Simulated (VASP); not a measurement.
Input of a VASP 6.6.1 run:

The input INCAR:

```
PREC = Accurate
ENCUT = 520
EDIFF = 1E-7
ISMEAR = 0
SIGMA = 0.1
LREAL = F
LASPH = T
NELM = 100
ALGO = Fast
ISIF = 2
LWAVE = F
LCHARG = T
LDIPOL = T
IDIPOL = 3
DIPOL = 0.5 0.5 0.292
GGA = PE
LELF = T
LVHAR = T
LVACPOTAV = T
NBANDS = 18
```

File KPOINTS:

```
Automatic mesh
0
Gamma
  24 24 1
```

The input POSCAR:

```
Cu
1.0
    2.4542164040      0.0000000000      0.0000000000
   -1.2271082020      2.1254137522      0.0000000000
    0.0000000000      0.0000000000     29.1154260400
Cu
2
Direct
    0.0000000000      0.0000000000      0.3345886943
    0.0000000000      0.0000000000      0.2492942266
```

Potentials or basis: VASP PAW PBE potentials, release 64 (Cu).

Command:

```console
$ cat potpaw_PBE.64/Cu/POTCAR > POTCAR
$ mpirun -np 1 vasp_std > vasp.out
```

Task: Estimate the band gap on the k mesh.

Result: None (metal or under the smearing width).

Task: What does it give for the work function of the upper face?

Result: 4.86 eV.

Forces on the atoms (eV/Å):
```
Cu   0.000  0.000  0.010
Cu   0.000  0.000 -0.010
```
